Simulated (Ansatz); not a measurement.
A run of Ansatz 0.2.0 is set up as follows.

The input input.yaml:

```yaml
crystal:
  lattice:
    - [3.456, 0.0, 0.0]
    - [-1.728, 2.9929837955, 0.0]
    - [0.0, 0.0, 5.525]
  atoms:
    - { symbol: Tl, position: [0.6666666667, 0.3333333333, 0.75] }
    - { symbol: Tl, position: [0.3333333333, 0.6666666667, 0.25] }
hamiltonian:
  xc: blyp
  pseudopotentials: { kind: paw }
kpoints:
  mp_grid: { grid: [9, 9, 5] }
  band_path:
    path:
      - [[0.0, 0.0, 0.0], [0.5, 0.0, 0.0], [0.3333333333, 0.3333333333, 0.0], [0.0, 0.0, 0.0], [0.0, 0.0, 0.5], [0.5, 0.0, 0.5], [0.3333333333, 0.3333333333, 0.5], [0.0, 0.0, 0.5]]
      - [[0.5, 0.0, 0.5], [0.5, 0.0, 0.0]]
      - [[0.3333333333, 0.3333333333, 0.0], [0.3333333333, 0.3333333333, 0.5]]
    npoints: 14
scf:
  occupations: { method: fermi_dirac, width: 0.05 }
  n_extra_bands: 6
output:
  forces: true
  stress: true
  eigenvalues: true
  fatbands: false
```

Potentials or basis: Ansatz PAW.

The run is started by

```bash
$ ansatz run input.yaml --threads 2 --pin off --max-ram 5632MiB --backend cpu --events-out ev --progress --plain --runs-dir out
```

Problem. Estimate the band gap on the k mesh.

Solution. None (metal or under the smearing width).

Problem. What does it give for the pressure?

Solution. 7.2 GPa.

Levels at the corners of the path, in eV from the Fermi level:
| point | band 9 | band 10 | band 11 | band 12 | band 13 | band 14 | band 15 | band 16 | band 17 | band 18 |
| --- | --- | --- | --- | --- | --- | --- | --- | --- | --- | --- |
| Γ | -11.16 | -11.16 | -10.07 | -5.24 | -2.73 | 7.83 | 7.83 | 9.93 | 9.93 | 10.67 |
| M | -11.11 | -11.11 | -5.89 | -4.76 | -0.73 | 0.51 | 1.38 | 3.83 | 3.96 | 8.06 |
| K | -11.20 | -11.15 | -4.74 | -4.74 | -1.19 | 1.78 | 1.78 | 2.78 | 3.16 | 3.16 |
| Γ | -11.16 | -11.16 | -10.07 | -5.24 | -2.73 | 7.83 | 7.83 | 9.93 | 9.93 | 10.67 |
| A | -11.27 | -11.27 | -8.64 | -8.64 | 3.36 | 3.36 | 8.80 | 8.80 | 8.80 | 8.80 |
| L | -11.13 | -11.13 | -4.86 | -4.86 | -2.18 | -2.18 | 5.49 | 5.49 | 6.05 | 6.05 |
| H | -11.15 | -11.15 | -4.25 | -4.25 | -0.84 | -0.84 | 0.31 | 0.31 | 7.53 | 7.53 |
| A | -11.27 | -11.27 | -8.64 | -8.64 | 3.36 | 3.36 | 8.80 | 8.80 | 8.80 | 8.80 |
| L | -11.13 | -11.13 | -4.86 | -4.86 | -2.18 | -2.18 | 5.49 | 5.49 | 6.05 | 6.05 |
| M | -11.11 | -11.11 | -5.89 | -4.76 | -0.73 | 0.51 | 1.38 | 3.83 | 3.96 | 8.06 |
| K | -11.20 | -11.15 | -4.74 | -4.74 | -1.19 | 1.78 | 1.78 | 2.78 | 3.16 | 3.16 |
| H | -11.15 | -11.15 | -4.25 | -4.25 | -0.84 | -0.84 | 0.31 | 0.31 | 7.53 | 7.53 |

Caveat: spin-orbit coupling is left out, which moves the levels of the heavy elements; the PAW data sets come from PBE, with cores solved anew for the run's functional, which leaves a small shift of forces and pressure.
